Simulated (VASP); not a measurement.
A run of VASP 6.6.1 is set up as follows.

Contents of INCAR:

```
SYSTEM = ZnO
  PREC = Accurate
  ENCUT = 520
  EDIFF = 1E-7
  ISMEAR = 0
  SIGMA = 0.1
  LREAL = .False.
  LASPH = .True.
  NELM = 100
  ALGO = Normal
  ISIF = 2
  LWAVE = .False.
  LCHARG = .False.
  GGA = PE
  NBANDS = 26
```

KPOINTS

```
regular mesh
0
Gamma
  6 6 4
  0 0 0
```

Contents of POSCAR:

```
ZnO
1.0
    3.2373510235      0.0000000000      0.0000000000
   -1.6186755117      2.8036282273      0.0000000000
    0.0000000000      0.0000000000      5.2220613000
Zn O
2 2
Direct
    0.6666666700      0.3333333300      0.5005917000
    0.3333333300      0.6666666700      0.0005917000
    0.6666666700      0.3333333300      0.8797183000
    0.3333333300      0.6666666700      0.3797183000
```

Potentials or basis: VASP PAW PBE potentials, release 64 (Zn, O).

Launch:

```bash
$ cat potpaw_PBE.64/Zn/POTCAR potpaw_PBE.64/O/POTCAR > POTCAR
$ mpirun -np 1 vasp_std > vasp.out
```

Predict the pressure.

6.6 GPa.

Estimate the band gap on the k mesh.

0.79 eV, direct.

**What was measured.**

“Electronic structure of alkaline earth and post-transition metal oxides”, 2009, arxiv:0908.1581 quotes, for a bulk crystal of ZnO: band gap 3.37 eV.

Against the measured gap of ZnO, 3.37 eV (quoted in “Electronic structure of alkaline earth and post-transition metal oxides”, 2009, arxiv:0908.1581), the calculated 0.79 eV is off by -2.58 eV. So large a miss can be the level of theory's own, or it may mean another phase, state or a wrong row. The value is that of PBE, without temperature or zero-point motion. Semilocal functionals fall short of measured gaps as a rule. The cell is a database's relaxed one, not the measured one, which moves gaps too.
